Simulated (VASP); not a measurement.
Wanted: the native input for a VASP 6.6.1 run.

```yaml
Task: relaxation of cell and atoms
Functional: PBEsol
Potentials_or_basis: VASP PAW PBE potentials, release 64 (Pb_d, S)
Cutoff: 520 eV
k_mesh: 10 × 10 × 10
Occupations: gaussian, width 0.02 eV
Spin: no spin polarisation
Further_INCAR_settings: ALGO = Normal; EDIFF = 1e-07; IBRION = 2; EDIFFG = -0.002; NSW = 80; ISIF = 3
```

The structure of PbS lies in POSCAR:

```
PbS
1.0
    0.0000000000      2.9657500000      2.9657500000
    2.9657500000      0.0000000000      2.9657500000
    2.9657500000      2.9657500000      0.0000000000
Pb S
1 1
Direct
    0.0000000000      0.0000000000      0.0000000000
    0.5000000000      0.5000000000      0.5000000000
```

These files were run (other wordings do the same):

INCAR

```
ALGO     = Normal         # electronic algorithm
EDIFF    = 1E-7           # SCF threshold, eV
EDIFFG   = -0.002         # ionic threshold
ENCUT    = 520            # plane-wave cutoff, eV
GGA      = PS             # functional
IBRION   = 2              # ionic algorithm
ISIF     = 3              # what is computed and relaxed
ISMEAR   = 0              # smearing method
LASPH    = True           # aspherical terms in the spheres
LCHARG   = False          # write CHGCAR
LREAL    = False          # projectors in reciprocal space
LWAVE    = False          # write WAVECAR
NELM     = 100            # most SCF steps
NSW      = 80             # ionic steps
PREC     = Accurate       # precision mode
SIGMA    = 0.02           # smearing width, eV
```

KPOINTS

```
k-points
0
Gamma
  10 10 10
```

Potentials or basis: VASP PAW PBE potentials, release 64 (Pb_d, S).

Launch:

```bash
$ cat potpaw_PBE.64/Pb_d/POTCAR potpaw_PBE.64/S/POTCAR > POTCAR
$ mpirun -np 1 vasp_std > vasp.out
```

It gave:

The relaxed volume is 25.70 Å³/atom, the relaxed cell is a = 4.173 Å, b = 4.173 Å, c = 4.173 Å, α = 60.00°, β = 60.00°, γ = 60.00° and the space group after relaxing (to 0.05 Å) is Fm-3m (No. 225). The energy gained by relaxing is 1.1 meV/atom, the ionic steps are 3 and the pressure after relaxing is 0.0 GPa. The band gap on the k mesh is 0.20 eV, direct.

Caveat: the PAW data sets were made with another functional, which shifts forces and pressure a little; spin-orbit coupling is left out, which as a rule narrows the gap of such compounds by several tenths of an eV.

It took 34 s on 1 thread of Intel(R) Xeon(R) Platinum 8488C (Sapphire Rapids), with other jobs on the host, peak memory 0.2 GiB.
